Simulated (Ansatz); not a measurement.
# TiC: the cost of one run

Program: Ansatz 0.2.0. Level of theory: DFT PBE, scalar-relativistic, plane waves, PAW. These are calculated values, not measurements.

The COD entry's cell or inner coordinates are ideal or old and differ from later refinements, so a difference from it is no clean test against experiment.

1 further run of the same task is left out (set aside as unsound or not needed).

## (1) The system as given

It takes space group Fm-3m (No. 225, cubic). The conventional cell has a = 4.333 Å, b = 4.333 Å, c = 4.333 Å, α = 90.00°, β = 90.00°, γ = 90.00°. Ti (site symmetry m-3m) has 6 C at 2.17 Å as nearest neighbours. C (site symmetry m-3m) has 6 Ti at 2.17 Å as nearest neighbours.

Coordinates:

```xyz
2
Lattice="0.0000 2.1664 2.1664 2.1664 0.0000 2.1664 2.1664 2.1664 0.0000" Properties=species:S:1:pos:R:3 pbc="T T T"
Ti    0.0000    0.0000    0.0000
C     2.1664    2.1664    2.1664
```

This cell was relaxed beforehand with the same method: volume 10.17 Å³/atom, gap on the mesh none (metal).

## (2) Building the [111] wire, 16 host atoms a period

The wire is cut from the relaxed crystal, periodic along c with vacuum across. Atoms and period relax; energies count from the bulk, -1376.1356 eV an atom.

The cell holds 8 Ti, 8 C: a = 12.500 Å, b = 12.400 Å, c = 7.505 Å, α = 90.00°, β = 90.00°, γ = 90.00°.

## (3) Relaxation

Pressure and volume refer to the whole cell with its vacuum; only the period along c may change.

File input.yaml:

```yaml
crystal:
  lattice:
    - [12.5, 0.0, 0.0]
    - [0.0, 12.4, 0.0]
    - [0.0, 0.0, 7.5046669291]
  atoms:
    - { symbol: Ti, position: [0.5707546783, 0.5, 0.0] }
    - { symbol: C, position: [0.4292453217, 0.5, 0.8333333333] }
    - { symbol: Ti, position: [0.4292453217, 0.5, 0.3333333333] }
    - { symbol: C, position: [0.5707546783, 0.5, 0.5] }
    - { symbol: Ti, position: [0.3584906433, 0.3764609901, 0.0] }
    - { symbol: Ti, position: [0.6415093567, 0.3764609901, 0.3333333333] }
    - { symbol: Ti, position: [0.5, 0.6235390099, 0.6666666667] }
    - { symbol: C, position: [0.5, 0.3764609901, 0.1666666667] }
    - { symbol: C, position: [0.3584906433, 0.6235390099, 0.5] }
    - { symbol: C, position: [0.6415093567, 0.6235390099, 0.8333333333] }
    - { symbol: Ti, position: [0.3584906433, 0.6235390099, 0.0] }
    - { symbol: Ti, position: [0.6415093567, 0.6235390099, 0.3333333333] }
    - { symbol: Ti, position: [0.5, 0.3764609901, 0.6666666667] }
    - { symbol: C, position: [0.5, 0.6235390099, 0.1666666667] }
    - { symbol: C, position: [0.3584906433, 0.3764609901, 0.5] }
    - { symbol: C, position: [0.6415093567, 0.3764609901, 0.8333333333] }
basis:
  ecutwfc: 420
kpoints:
  mp_grid: { grid: [1, 1, 7] }
hamiltonian:
  xc: pbe
scf:
  occupations: { method: gaussian, width: 0.05 }
output:
  forces: true
  stress: true
  eigenvalues: true
  populations: true
  write_density: true
  write_potential: true
  elf: true
  volumetric_format: npy
relax:
  adjacent_minimum: "off"
  f_tol: 0.02
  max_steps: 45
  cell: { fix: [a, b, alpha, beta, gamma], stress_tol: 0.03 }
```

The run is started by

```console
> ansatz run input.yaml --threads 4 --pin off --max-ram 11264MiB --backend cpu --events-out ev --progress --plain --runs-dir out
```

**Question.** How long does this run take on 4 threads of Intel Xeon Platinum 8259CL at 2.50GHz (Skylake/Cascade Lake), shared host, and how much memory does it need?

About 6.3 min, with a peak of 2.5 GiB.
